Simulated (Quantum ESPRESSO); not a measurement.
# TiC (Fm-3m) in Quantum ESPRESSO: settings compared

Aim: see how the results for TiC move with the level of theory and the settings. Levels: LDA, PBE, PBEsol, RPBE, PW91. Tasks: phonons.

All numbers are computed with Quantum ESPRESSO 7.5; they aren't measurements. Logs are shortened: lines on timing, memory, paths and dates and some standing lists are left out, and cuts for length are marked.

**1. The crystal as given**

Symmetry: Fm-3m, No. 225, cubic system. Conventional cell: a = 4.331 Å, b = 4.331 Å, c = 4.331 Å, α = 90.00°, β = 90.00°, γ = 90.00°. Ti (site symmetry m-3m) is surrounded by 6 C at 2.17 Å. C (site symmetry m-3m) has 6 Ti at 2.17 Å as nearest neighbours.

The cell is a database's computed one.

**2. Phonons, LDA**

The input, pw.in:

```
&CONTROL
  calculation = 'scf'
  prefix = 'pwscf'
  outdir = './tmp'
  pseudo_dir = './pseudo'
  tprnfor = .true.
  tstress = .true.
  disk_io = 'low'
/
&SYSTEM
  ibrav = 0
  nat = 2
  ntyp = 2
  ecutwfc = 84
  nbnd = 14
  occupations = 'smearing'
  smearing = 'mv'
  degauss = 0.01469973
/
&ELECTRONS
  conv_thr = 4d-10
  electron_maxstep = 120
  mixing_beta = 0.5
/
ATOMIC_SPECIES
Ti    47.8670 Ti.upf
C     12.0110 C.upf
CELL_PARAMETERS angstrom
   0.0000000000    2.1657188437    2.1657188437
   2.1657188437    0.0000000000    2.1657188437
   2.1657188437    2.1657188437    0.0000000000
ATOMIC_POSITIONS crystal
Ti     0.0000000000    0.0000000000    0.0000000000
C      0.5000000000    0.5000000000    0.5000000000
K_POINTS automatic
11 11 11 0 0 0
```

The input, relax.in:

```
&CONTROL
  calculation = 'vc-relax'
  prefix = 'pwscf'
  outdir = './tmp'
  pseudo_dir = './pseudo'
  tprnfor = .true.
  tstress = .true.
  disk_io = 'low'
  nstep = 40
  forc_conv_thr = 0.0001
  etot_conv_thr = 1d-06
/
&SYSTEM
  ibrav = 0
  nat = 2
  ntyp = 2
  ecutwfc = 84
  nbnd = 14
  occupations = 'smearing'
  smearing = 'mv'
  degauss = 0.01469973
/
&ELECTRONS
  conv_thr = 4d-10
  electron_maxstep = 120
  mixing_beta = 0.5
/
&IONS
  ion_dynamics = 'bfgs'
/
&CELL
  cell_dynamics = 'bfgs'
  press = 0
  press_conv_thr = 0.2
/
ATOMIC_SPECIES
Ti    47.8670 Ti.upf
C     12.0110 C.upf
CELL_PARAMETERS angstrom
   0.0000000000    2.1657188437    2.1657188437
   2.1657188437    0.0000000000    2.1657188437
   2.1657188437    2.1657188437    0.0000000000
ATOMIC_POSITIONS crystal
Ti     0.0000000000    0.0000000000    0.0000000000
C      0.5000000000    0.5000000000    0.5000000000
K_POINTS automatic
11 11 11 0 0 0
```

The input, scf2.in:

```
&CONTROL
  calculation = 'scf'
  prefix = 'pwscf'
  outdir = './tmp'
  pseudo_dir = './pseudo'
  tprnfor = .true.
  tstress = .true.
  disk_io = 'low'
/
&SYSTEM
  ibrav = 0
  nat = 2
  ntyp = 2
  ecutwfc = 84
  nbnd = 14
  occupations = 'smearing'
  smearing = 'mv'
  degauss = 0.01469973
/
&ELECTRONS
  conv_thr = 1d-13
  electron_maxstep = 120
  mixing_beta = 0.5
  startingpot = 'file'
  startingwfc = 'file'
/
ATOMIC_SPECIES
Ti    47.8670 Ti.upf
C     12.0110 C.upf
CELL_PARAMETERS angstrom
   0.0000000000    2.1314755333    2.1314755333
   2.1314755333    0.0000000000    2.1314755333
   2.1314755333    2.1314755333    0.0000000000
ATOMIC_POSITIONS crystal
Ti     0.0000000000    0.0000000000    0.0000000000
C      0.5000000000    0.5000000000    0.5000000000
K_POINTS automatic
11 11 11 0 0 0
```

The input, ph.in:

```
phonons of TiC
&INPUTPH
  prefix = 'pwscf'
  outdir = './tmp'
  tr2_ph = 1d-18
  fildyn = 'dyn'
  niter_ph = 90
  alpha_mix(1) = 0.4
/
0.0000000000 0.0000000000 0.0000000000
```

The input, dynmat.in:

```
&INPUT
  fildyn = 'dyn'
  asr = 'crystal'
  filout = 'dynmat.disp'
  fileig = 'dynmat.eig'
/
```

Potentials or basis: PseudoDojo 0.4.1 SR LDA standard.

On the command line:

```bash
$ OMP_NUM_THREADS=1 mpirun -n 4 pw.x -nk 4 -in pw.in > pw.out
$ OMP_NUM_THREADS=1 mpirun -n 4 pw.x -nk 4 -in relax.in > relax.out
$ OMP_NUM_THREADS=1 mpirun -n 4 pw.x -nk 4 -in scf2.in > scf2.out
$ OMP_NUM_THREADS=1 mpirun -n 4 ph.x -nk 4 -in ph.in > ph.out
$ OMP_NUM_THREADS=1 mpirun -n 1 dynmat.x -in dynmat.in > dynmat.out
```

pw.out:

```text
This program is part of the open-source Quantum ESPRESSO suite
     for quantum simulation of materials; please cite
[... 6 lines left out ...]
     using ibrav=0 with symmetry is DISCOURAGED, use correct ibrav instead

     K-points division:     npool     =       4
     Subspace diagonalization in iterative solution of the eigenvalue problem:
     a serial algorithm will be used

     G-vector sticks info
     --------------------
     sticks:   dense  smooth     PW     G-vecs:    dense   smooth      PW
     Sum         769     769    241                14211    14211    2421

     Using Slab Decomposition

     bravais-lattice index     =            0
     lattice parameter (alat)  =       5.7878  a.u.
     unit-cell volume          =     137.0985 (a.u.)^3
     number of atoms/cell      =            2
     number of atomic types    =            2
     number of electrons       =        16.00
     number of Kohn-Sham states=           14
     kinetic-energy cutoff     =      84.0000  Ry
     charge density cutoff     =     336.0000  Ry
     scf convergence threshold =      4.0E-10
     mixing beta               =       0.5000
     number of iterations used =            8  plain     mixing
     Exchange-correlation= SLA  PW   NOGX NOGC
                           (   1   4   0   0   0   0   0)

     celldm(1)=   5.787832  celldm(2)=   0.000000  celldm(3)=   0.000000
     celldm(4)=   0.000000  celldm(5)=   0.000000  celldm(6)=   0.000000

     crystal axes: (cart. coord. in units of alat)
               a(1) = (   0.000000   0.707107   0.707107 )
               a(2) = (   0.707107   0.000000   0.707107 )
               a(3) = (   0.707107   0.707107   0.000000 )

     reciprocal axes: (cart. coord. in units 2 pi/alat)
               b(1) = ( -0.707107  0.707107  0.707107 )
               b(2) = (  0.707107 -0.707107  0.707107 )
               b(3) = (  0.707107  0.707107 -0.707107 )

     PseudoPot. # 1 for Ti read from file:
     Ti.upf
     Pseudo is Norm-conserving + core correction, Zval = 12.0
     Generated using ONCVPSP code by D. R. Hamann
     Using radial grid of 1568 points,  6 beta functions with:
                l(1) =   0
                l(2) =   0
                l(3) =   1
                l(4) =   1
                l(5) =   2
                l(6) =   2

     PseudoPot. # 2 for C  read from file:
     C.upf
     Pseudo is Norm-conserving + core correction, Zval =  4.0
     Generated using ONCVPSP code by D. R. Hamann
     Using radial grid of 1234 points,  4 beta functions with:
                l(1) =   0
                l(2) =   0
                l(3) =   1
                l(4) =   1

     atomic species   valence    mass     pseudopotential
     Ti               12.00    47.86700     Ti( 1.00)
     C                 4.00    12.01100     C ( 1.00)

     48 Sym. Ops., with inversion, found

   Cartesian axes

     site n.     atom                  positions (alat units)
         1        Ti     tau(   1) = (   0.0000000   0.0000000   0.0000000  )
         2        C      tau(   2) = (   0.7071068   0.7071068   0.7071068  )

     number of k points=    56  Marzari-Vanderbilt smearing, width (Ry)=  0.0147
                       cart. coord. in units 2pi/alat
        k(    1) = (   0.0000000   0.0000000   0.0000000), wk =   0.0015026
        k(    2) = (   0.0642824   0.0642824  -0.0642824), wk =   0.0120210
        k(    3) = (   0.1285649   0.1285649  -0.1285649), wk =   0.0120210
        k(    4) = (   0.1928473   0.1928473  -0.1928473), wk =   0.0120210
        k(    5) = (   0.2571297   0.2571297  -0.2571297), wk =   0.0120210
        k(    6) = (   0.3214122   0.3214122  -0.3214122), wk =   0.0120210
[... 48 lines left out ...]
        k(   55) = (  -0.0642824  -0.4499770   0.7071068), wk =   0.0360631
        k(   56) = (   0.0000000  -0.3856946   0.6428243), wk =   0.0360631

     Dense  grid:    14211 G-vectors     FFT dimensions: (  36,  36,  36)

     Initial potential from superposition of free atoms

     starting charge      15.9986, renormalised to      16.0000
     Starting wfcs are   14 randomized atomic wfcs

     Self-consistent Calculation

     iteration #  1     ecut=    84.00 Ry     beta= 0.50
     Davidson diagonalization with overlap
     ethr =  1.00E-02,  avg # of iterations =  3.8

     total energy              =    -130.54350898 Ry
     estimated scf accuracy    <       0.79386702 Ry

     iteration #  2     ecut=    84.00 Ry     beta= 0.50
     Davidson diagonalization with overlap
     ethr =  4.96E-03,  avg # of iterations =  2.1

     total energy              =    -130.69189308 Ry
     estimated scf accuracy    <       1.22257578 Ry

     iteration #  3     ecut=    84.00 Ry     beta= 0.50
     Davidson diagonalization with overlap
     ethr =  4.96E-03,  avg # of iterations =  1.2
[... 43 lines left out ...]
     total energy              =    -130.89391476 Ry
     estimated scf accuracy    <          5.1E-09 Ry

     iteration # 10     ecut=    84.00 Ry     beta= 0.50
     Davidson diagonalization with overlap
     ethr =  3.16E-11,  avg # of iterations =  2.7

     total energy              =    -130.89391475 Ry
     estimated scf accuracy    <       0.00000002 Ry

     iteration # 11     ecut=    84.00 Ry     beta= 0.50
     Davidson diagonalization with overlap
     ethr =  3.16E-11,  avg # of iterations =  2.4

     End of self-consistent calculation

          k = 0.0000 0.0000 0.0000 (  1807 PWs)   bands (ev):

   -41.5473 -17.8921 -17.8921 -17.8921   2.1895  15.0677  15.0677  15.0677
    16.1107  16.1107  16.1107  16.1647  16.1647  25.0022

          k = 0.0643 0.0643-0.0643 (  1804 PWs)   bands (ev):

   -41.5412 -17.9346 -17.8961 -17.8961   2.3778  14.2762  14.5716  14.5716
    15.4163  15.4163  16.4939  17.6268  17.6268  25.3080

          k = 0.1286 0.1286-0.1286 (  1793 PWs)   bands (ev):

   -41.5248 -18.0471 -17.9068 -17.9068   2.9181  12.8592  13.4441  13.4441
    15.7524  15.7524  16.9300  19.1794  19.1794  25.8052

          k = 0.1928 0.1928-0.1928 (  1799 PWs)   bands (ev):

   -41.5032 -18.1915 -17.9207 -17.9207   3.7393  11.3168  12.5233  12.5233
    16.3042  16.3042  17.3676  20.6344  20.6344  25.3026
[... 83 lines left out ...]
   -41.4603 -18.3509 -18.0423 -17.9726   5.4629   9.3345  11.4411  11.9154
    16.8211  17.3620  18.2677  21.2517  21.5529  24.8658

          k =-0.1286-0.3857 0.3857 (  1782 PWs)   bands (ev):

   -41.4643 -18.3271 -18.0553 -17.9537   5.3237   9.4761  11.5768  11.7717
    16.9427  17.3108  18.2240  20.5279  22.2909  24.8387

          k =-0.0643-0.3214 0.3214 (  1789 PWs)   bands (ev):

   -41.4776 -18.2587 -18.0441 -17.9313   4.6867  10.2142  11.8951  11.9374
    16.3993  17.3833  18.1833  19.5915  22.3730  25.5299

          k = 0.0000-0.2571 0.2571 (  1785 PWs)   bands (ev):

   -41.4959 -18.1746 -18.0036 -17.9125   3.9319  11.1953  12.2624  12.4751
    15.9271  17.0723  17.9832  18.8252  21.7093  26.2321

          k = 0.3857 0.0000-0.0000 (  1772 PWs)   bands (ev):

   -41.4886 -18.1617 -17.9921 -17.9921   3.8665  10.8140  13.6186  14.0104
    14.0104  16.7200  18.2575  18.2575  20.7454  27.6743

          k = 0.4500 0.0643-0.0643 (  1775 PWs)   bands (ev):

   -41.4733 -18.2319 -18.0201 -18.0115   4.2718  10.5367  12.7905  13.6882
    14.5618  17.1307  18.2746  18.5366  21.0563  27.6049

          k = 0.5143 0.1286-0.1286 (  1780 PWs)   bands (ev):

   -41.4598 -18.2865 -18.0634 -18.0170   4.7297  10.3907  11.9433  13.0528
    15.2806  17.5730  18.2173  19.1960  21.0826  27.1117
[... 23 lines left out ...]
   -41.4521 -18.3073 -18.0676 -18.0473   4.5409  10.7454  12.5164  13.8741
    14.6096  17.4755  18.1070  18.2100  20.6925  26.7253

          k =-0.0643-0.5785 0.5785 (  1773 PWs)   bands (ev):

   -41.4466 -18.3016 -18.1250 -18.0395   4.8015  10.9171  11.6982  13.2088
    15.2782  17.7068  18.1089  18.9470  20.3304  27.0812

          k =-0.0000-0.5143 0.5143 (  1776 PWs)   bands (ev):

   -41.4472 -18.2531 -18.1952 -18.0160   5.0957  10.7419  11.1303  12.5618
    16.0738  17.4638  18.2726  19.9658  20.2241  27.0531

          k = 0.6428-0.0000 0.0000 (  1756 PWs)   bands (ev):

   -41.4463 -18.3369 -18.0635 -18.0635   4.4800  10.9598  12.7929  14.3719
    14.3719  17.1516  17.9699  17.9699  20.4347  26.1943

          k =-0.0000-0.6428 0.6428 (  1764 PWs)   bands (ev):

   -41.4442 -18.3342 -18.0857 -18.0606   4.5696  11.0465  12.4052  13.9901
    14.6709  17.7394  17.8677  17.9698  20.2921  26.4164

          k = 0.2571 0.1286 0.0000 (  1786 PWs)   bands (ev):

   -41.5115 -18.0886 -17.9597 -17.9188   3.3219  11.8477  13.2199  13.2849
    15.2487  16.5689  17.7459  18.2777  20.4831  26.5102

          k = 0.3214 0.1928-0.0643 (  1789 PWs)   bands (ev):

   -41.4922 -18.1951 -17.9930 -17.9314   4.0289  10.9057  12.3395  12.6671
    15.7112  17.0227  17.9809  19.1921  21.5293  26.2743

          k = 0.3857 0.2571-0.1286 (  1786 PWs)   bands (ev):

   -41.4744 -18.2961 -18.0124 -17.9495   4.8273   9.9527  11.7475  12.1408
    16.3024  17.3285  18.1824  20.2631  22.0720  25.2594

          k =-0.2571-0.3857 0.5143 (  1783 PWs)   bands (ev):

   -41.4638 -18.3562 -18.0198 -17.9634   5.4457   9.2453  11.5064  11.8175
    16.9010  17.3423  18.2811  21.1976  21.9676  24.5545
[... 13 lines left out ...]
   -41.4577 -18.3062 -18.0810 -17.9980   5.1423   9.9736  11.5236  12.2403
    16.2898  17.5107  18.2062  20.1411  21.2609  26.1749

          k =-0.1286-0.3857 0.5143 (  1782 PWs)   bands (ev):

   -41.4550 -18.3116 -18.1038 -17.9912   5.3589   9.7688  11.4031  11.9927
    16.9662  17.1617  18.1899  20.5398  21.2097  25.8106

          k =-0.0643-0.3214 0.4500 (  1782 PWs)   bands (ev):

   -41.4617 -18.2834 -18.1022 -17.9706   5.1511   9.9003  11.5747  11.9503
    16.6320  17.4782  18.2780  19.7109  21.9082  25.9980

          k = 0.0000-0.2571 0.3857 (  1779 PWs)   bands (ev):

   -41.4755 -18.2412 -18.0610 -17.9472   4.6263  10.3307  11.9959  12.1157
    16.1156  17.5090  18.3129  19.1025  22.0450  26.4182

          k = 0.5143 0.1286 0.0000 (  1779 PWs)   bands (ev):

   -41.4606 -18.2745 -18.0578 -18.0274   4.5466  10.5317  12.4341  13.2766
    15.0215  17.4952  18.2359  18.4823  21.0228  27.3950

          k =-0.1286-0.5143 0.6428 (  1777 PWs)   bands (ev):

   -41.4511 -18.2898 -18.1056 -18.0375   4.8505  10.6384  11.8057  12.7531
    15.6721  17.7013  18.1214  18.9899  20.7075  27.4487

          k =-0.0643-0.4500 0.5785 (  1775 PWs)   bands (ev):

   -41.4478 -18.2653 -18.1678 -18.0268   5.1184  10.6219  11.2797  12.3494
    16.3361  17.4542  18.1611  20.0277  20.1740  27.1776

          k = 0.0000-0.3857 0.5143 (  1777 PWs)   bands (ev):

   -41.4518 -18.2445 -18.1865 -18.0005   5.2530  10.2025  11.3141  12.0605
    17.0340  17.0534  18.3274  19.6296  21.1499  26.7874

          k =-0.0643-0.5785 0.7071 (  1769 PWs)   bands (ev):

   -41.4461 -18.3179 -18.0857 -18.0642   4.6440  10.9550  12.2658  13.3784
    15.1431  17.8069  17.9723  18.1451  20.3898  26.8024

          k =-0.0000-0.5143 0.6428 (  1773 PWs)   bands (ev):

   -41.4445 -18.2925 -18.1337 -18.0561   4.8503  11.0799  11.6493  12.7791
    15.7263  17.7316  18.0322  18.9051  20.1361  27.4441

          k =-0.1928-0.4500 0.7071 (  1781 PWs)   bands (ev):

   -41.4568 -18.2697 -18.1137 -18.0089   4.9790  10.3211  11.7334  12.2147
    16.2154  17.6362  18.2667  19.1108  21.2629  27.3737

          k =-0.1286-0.3857 0.6428 (  1775 PWs)   bands (ev):

   -41.4495 -18.2629 -18.1557 -18.0293   5.1778  10.4365  11.4067  12.0556
    16.7975  17.3079  18.1213  19.7360  20.6071  27.2035

          k =-0.0643-0.4500 0.7071 (  1783 PWs)   bands (ev):

   -41.4456 -18.2669 -18.1449 -18.0641   4.9882  10.9615  11.6221  12.1513
    16.3762  17.6554  17.9818  19.1075  20.2049  28.2630

          k = 0.0000-0.3857 0.6428 (  1777 PWs)   bands (ev):

   -41.4450 -18.2220 -18.1991 -18.0605   5.1122  11.0811  11.2368  11.9534
    16.9113  17.3222  18.0076  19.7304  19.7986  28.0492

     the Fermi energy is    14.4564 ev

!    total energy              =    -130.89391475 Ry
     estimated scf accuracy    <          5.5E-11 Ry
     smearing contrib. (-TS)   =      -0.00001745 Ry
     internal energy E=F+TS    =    -130.89389730 Ry

     The total energy is F=E-TS. E is the sum of the following terms:
     one-electron contribution =     -29.73687049 Ry
     hartree contribution      =      22.80209464 Ry
     xc contribution           =     -21.55611128 Ry
     ewald contribution        =    -102.40301018 Ry

     convergence has been achieved in  11 iterations

     Forces acting on atoms (cartesian axes, Ry/au):

     atom    1 type  1   force =    -0.00000000   -0.00000000    0.00000000
     atom    2 type  2   force =    -0.00000000   -0.00000000    0.00000000

     Total force =     0.000000     Total SCF correction =     0.000000

     Computing stress (Cartesian axis) and pressure

          total   stress  (Ry/bohr**3)                   (kbar)     P=     -122.93
  -0.00083564   0.00000000   0.00000000         -122.93        0.00        0.00
   0.00000000  -0.00083564   0.00000000            0.00     -122.93        0.00
   0.00000000   0.00000000  -0.00083564            0.00        0.00     -122.93

=------------------------------------------------------------------------------=
   JOB DONE.
=------------------------------------------------------------------------------=
```

Wall time 2.2 min (4 MPI ranks of Intel Xeon Platinum 8259CL at 2.50GHz (Skylake/Cascade Lake), shared host); peak memory 0.32 GiB.

Results:

```yaml
Free_energy: -1780.9401 eV
Relaxed_volume: 9.68 Å³/atom
Relaxed_cell: a = 3.014 Å, b = 3.014 Å, c = 3.014 Å, α = 60.00°, β = 60.00°, γ = 60.00°
Space_group_after_relaxing_to_0.05_Å: Fm-3m (No. 225)
Pressure_after_relaxing: 0.0 GPa
Band_gap_on_the_k_mesh: none (metal or under the smearing width)
Highest_phonon_frequency_at_Γ: 551 cm⁻¹
```

The path:
| step | energy change (eV) | largest force (eV/Å) | pressure (GPa) | volume (Å³) |
| --- | --- | --- | --- | --- |
| 1 | 0.0000 | 0.0000 | -12.29 | 20.32 |
| 2 | -0.0337 | 0.0000 | 4.53 | 19.07 |
| 3 | -0.0378 | 0.0000 | -0.32 | 19.39 |
| 4 | -0.0379 | 0.0000 | -0.01 | 19.37 |
| 5 | -0.0379 | 0.0000 | 0.00 | 19.37 |

Final structure:
```yaml
crystal:
  lattice:
    - [0.00000, 2.13148, 2.13148]
    - [2.13148, 0.00000, 2.13148]
    - [2.13148, 2.13148, 0.00000]
  atoms:
    - { symbol: Ti, position: [0.00000, 0.00000, 0.00000] }
    - { symbol: C, position: [0.50000, 0.50000, 0.50000] }
```

Phonon frequencies in cm⁻¹ (negative: imaginary):
| q point | frequencies |
| --- | --- |
| (0.000, 0.000, 0.000) | 1 1 1 551 551 551 |

Optical modes at Γ, degenerate ones joined:
```
cm⁻¹  components  symmetry  active in
 551           3       T1u         IR
```

(Part 1 of 4 ends here.)
